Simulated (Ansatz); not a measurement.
## MnO: projected DOS by orbital

```yaml
crystal:
  lattice:
    - [3.37170, 0.00000, 0.00000]
    - [-1.68585, 2.91998, 0.00000]
    - [0.00000, 0.00000, 5.38550]
  atoms:
    - { symbol: Mn, position: [0.33333, 0.66667, 0.01096] }
    - { symbol: Mn, position: [0.66667, 0.33333, 0.51096] }
    - { symbol: O, position: [0.33333, 0.66667, 0.37547] }
    - { symbol: O, position: [0.66667, 0.33333, 0.87547] }
```

Atom numbers follow the list: Mn1, Mn2, O3, O4.

The geometry is COD entry 4117966, unchecked; take it as a test cell.

Semilocal functionals without U often leave such compounds metallic or with too small a gap, and the real magnetic order may differ.

Runs of this kind can end on a higher state of the open shell or of the magnetic order, so this needn't be the ground state of the method.

These are results of DFT, PBE, all-electron LAPW, scalar-relativistic (Ansatz 0.2.0), not measurements.

Sampling and basis: a Γ-centred 14×14×8 k mesh, Fermi–Dirac smearing of 0.05 eV, basis error target 0.5 meV/atom, spin-polarised from start moments Mn1 4, Mn2 4 μB, ending with a cell moment of 9.99 μB.

States per eV for one atom of each kind, in 0.4 eV bins named by their centres, from the Fermi level, projected on a minimal set of Löwdin-orthogonalised atomic shells; orbitals are real harmonics on the Cartesian axes, equal curves share a column, and empty bins are left out, as is all above 7.2 eV, near the top of the computed bands.

Mn1 3d:

```
# E all all_up all_dn dz2_up dz2_dn dxz_up=dyz_up dxz_dn=dyz_dn dx2-y2_up=dxy_up dx2-y2_dn=dxy_dn
-7.5 0.01 0.01 0.00 0.00 0.00 0.00 0.00 0.00 0.00
-7.1 0.38 0.38 0.00 0.09 0.00 0.08 0.00 0.06 0.00
-6.7 0.14 0.14 0.00 0.03 0.00 0.03 0.00 0.02 0.00
-6.3 0.82 0.71 0.11 0.21 0.03 0.14 0.02 0.12 0.02
-5.9 0.72 0.61 0.11 0.15 0.02 0.08 0.03 0.15 0.02
-5.5 0.23 0.15 0.08 0.04 0.02 0.02 0.02 0.03 0.01
-5.1 0.35 0.00 0.35 0.00 0.12 0.00 0.05 0.00 0.06
-4.7 0.23 0.00 0.23 0.00 0.05 0.00 0.04 0.00 0.05
-3.5 0.49 0.49 0.00 0.06 0.00 0.09 0.00 0.12 0.00
-3.1 1.97 1.97 0.00 0.23 0.00 0.43 0.00 0.44 0.00
-2.7 2.52 2.52 0.00 0.15 0.00 0.65 0.00 0.53 0.00
-2.3 1.24 1.24 0.00 0.23 0.00 0.28 0.00 0.22 0.00
-1.9 1.03 1.03 0.00 0.29 0.00 0.18 0.00 0.19 0.00
-1.5 1.02 1.02 0.00 0.27 0.00 0.16 0.00 0.22 0.00
-1.1 1.01 1.01 0.00 0.30 0.00 0.15 0.00 0.20 0.00
-0.7 0.69 0.69 0.00 0.24 0.00 0.12 0.00 0.11 0.00
-0.3 0.28 0.28 0.00 0.09 0.00 0.05 0.00 0.05 0.00
0.1 0.13 0.03 0.10 0.01 0.02 0.00 0.02 0.01 0.02
0.5 1.06 0.01 1.05 0.01 0.23 0.00 0.18 0.00 0.23
0.9 1.11 0.01 1.10 0.00 0.21 0.00 0.19 0.00 0.25
1.3 1.58 0.00 1.58 0.00 0.16 0.00 0.38 0.00 0.33
1.7 2.19 0.00 2.18 0.00 0.13 0.00 0.60 0.00 0.43
2.1 1.11 0.00 1.11 0.00 0.19 0.00 0.29 0.00 0.17
2.5 2.07 0.00 2.06 0.00 0.55 0.00 0.30 0.00 0.46
2.9 1.34 0.00 1.34 0.00 0.36 0.00 0.23 0.00 0.26
3.3 0.55 0.01 0.54 0.00 0.20 0.00 0.08 0.00 0.09
3.7 0.06 0.01 0.05 0.00 0.03 0.00 0.00 0.00 0.01
4.1 0.04 0.01 0.03 0.00 0.02 0.00 0.00 0.00 0.00
4.5 0.04 0.01 0.03 0.00 0.01 0.00 0.00 0.00 0.00
4.9 0.03 0.01 0.03 0.00 0.01 0.00 0.00 0.00 0.00
5.3 0.03 0.01 0.03 0.00 0.01 0.00 0.00 0.00 0.01
5.7 0.03 0.01 0.03 0.00 0.01 0.00 0.00 0.00 0.01
6.1 0.03 0.00 0.03 0.00 0.01 0.00 0.00 0.00 0.01
6.5 0.03 0.00 0.02 0.00 0.01 0.00 0.00 0.00 0.01
6.9 0.02 0.00 0.02 0.00 0.01 0.00 0.00 0.00 0.00
```

O3 2p:

```
# E all all_up all_dn pz_up pz_dn px_up=py_up px_dn=py_dn
-7.5 0.03 0.03 0.00 0.01 0.00 0.01 0.00
-7.1 1.21 1.21 0.00 0.50 0.00 0.35 0.00
-6.7 0.41 0.41 0.00 0.14 0.00 0.14 0.00
-6.3 2.51 1.50 1.01 0.59 0.43 0.45 0.29
-5.9 2.20 1.37 0.83 0.36 0.28 0.51 0.27
-5.5 1.16 0.52 0.64 0.08 0.27 0.22 0.18
-5.1 2.01 0.00 2.01 0.00 0.75 0.00 0.63
-4.7 1.68 0.00 1.68 0.00 0.32 0.00 0.68
-3.5 0.01 0.01 0.00 0.00 0.00 0.00 0.00
-3.1 0.05 0.05 0.00 0.03 0.00 0.01 0.00
-2.7 0.07 0.07 0.00 0.02 0.00 0.02 0.00
-2.3 0.15 0.15 0.00 0.03 0.00 0.06 0.00
-1.9 0.18 0.18 0.00 0.04 0.00 0.07 0.00
-1.5 0.32 0.32 0.00 0.09 0.00 0.12 0.00
-1.1 0.44 0.44 0.00 0.16 0.00 0.14 0.00
-0.7 0.39 0.39 0.00 0.15 0.00 0.12 0.00
-0.3 0.19 0.19 0.00 0.06 0.00 0.06 0.00
0.1 0.03 0.03 0.00 0.01 0.00 0.01 0.00
0.5 0.05 0.02 0.03 0.01 0.01 0.01 0.01
0.9 0.06 0.02 0.04 0.01 0.02 0.01 0.01
1.3 0.09 0.02 0.07 0.01 0.03 0.01 0.02
1.7 0.14 0.02 0.11 0.01 0.02 0.01 0.04
2.1 0.08 0.02 0.06 0.01 0.01 0.01 0.02
2.5 0.23 0.02 0.20 0.01 0.06 0.01 0.07
2.9 0.26 0.02 0.24 0.01 0.09 0.01 0.07
3.3 0.16 0.03 0.14 0.01 0.05 0.01 0.04
3.7 0.05 0.03 0.02 0.01 0.01 0.01 0.01
4.1 0.04 0.02 0.02 0.01 0.01 0.01 0.01
4.5 0.04 0.02 0.02 0.01 0.01 0.01 0.01
4.9 0.03 0.02 0.02 0.01 0.01 0.01 0.01
5.3 0.04 0.02 0.02 0.01 0.01 0.01 0.01
5.7 0.04 0.02 0.01 0.01 0.01 0.01 0.00
6.1 0.05 0.03 0.02 0.01 0.00 0.01 0.01
6.5 0.04 0.03 0.01 0.01 0.00 0.01 0.00
6.9 0.05 0.03 0.01 0.01 0.00 0.01 0.00
```

Mn1 4s:

```
# E all all_up all_dn
-7.5 0.01 0.01 0.00
-7.1 0.24 0.24 0.00
-6.7 0.04 0.04 0.00
-6.3 0.19 0.03 0.17
-5.9 0.13 0.03 0.10
-5.5 0.03 0.01 0.03
-5.1 0.02 0.00 0.02
-4.7 0.01 0.00 0.01
-3.1 0.01 0.01 0.00
-2.7 0.01 0.01 0.00
-2.3 0.01 0.01 0.00
-1.9 0.01 0.01 0.00
-1.5 0.02 0.02 0.00
-1.1 0.05 0.05 0.00
-0.7 0.01 0.01 0.00
0.1 0.02 0.01 0.01
0.5 0.06 0.03 0.03
0.9 0.08 0.04 0.04
1.3 0.10 0.05 0.05
1.7 0.14 0.06 0.08
2.1 0.11 0.08 0.04
2.5 0.11 0.09 0.02
2.9 0.14 0.10 0.04
3.3 0.15 0.11 0.04
3.7 0.20 0.13 0.07
4.1 0.18 0.10 0.08
4.5 0.18 0.09 0.09
4.9 0.17 0.07 0.10
5.3 0.18 0.06 0.12
5.7 0.17 0.07 0.10
6.1 0.19 0.10 0.09
6.5 0.17 0.10 0.06
6.9 0.16 0.11 0.05
```
